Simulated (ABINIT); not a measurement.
Moving the dispersion correction in Ru

The cell as given:

Symmetry: P6_3/mmc, No. 194, hexagonal system. The conventional cell has a = 2.706 Å, b = 2.706 Å, c = 4.282 Å, α = 90.00°, β = 90.00°, γ = 120.00°. Ru (site symmetry -6m2) has 12 Ru at 2.65 to 2.71 Å as nearest neighbours.

Kept alike: task relaxation of cell and atoms; functional PBE; k mesh 11 × 11 × 6; occupations fermi-dirac, width 0.05 eV; no spin polarisation. Program: ABINIT, JTH PAW PBE v2.0, cutoff 408 eV. The mesh is that of the run's cell of 2 atoms. No spin-orbit coupling.

```csv
dispersion correction,volume (Å³/atom),first edge of the run's cell (Å),third edge of the run's cell (Å)
D2,13.287,2.688,4.248
D3(zero),13.437,2.697,4.267
D3(BJ),13.444,2.697,4.269
none,13.767,2.719,4.300
```

The relaxations keep at least the cell's symmetry (P6_3/mmc). For a metal such a mesh leaves the last digits unconverged. Relaxations stop with a little pressure left, so the last digits of a volume or edge aren't settled.

Task: What does the dispersion correction change here?

Result: The volume runs from 13.287 (D2) to 13.767 Å³/atom (none). Against no correction: D2 -3.5 %; D3(zero) -2.4 %; D3(BJ) -2.3 %. Dispersion terms mostly attract and so lower the volume; the schemes' coefficients and damping set how far. The first edge of the run's cell runs from 2.688 (D2) to 2.719 Å (none). The third edge of the run's cell runs from 4.248 (D2) to 4.300 Å (none).
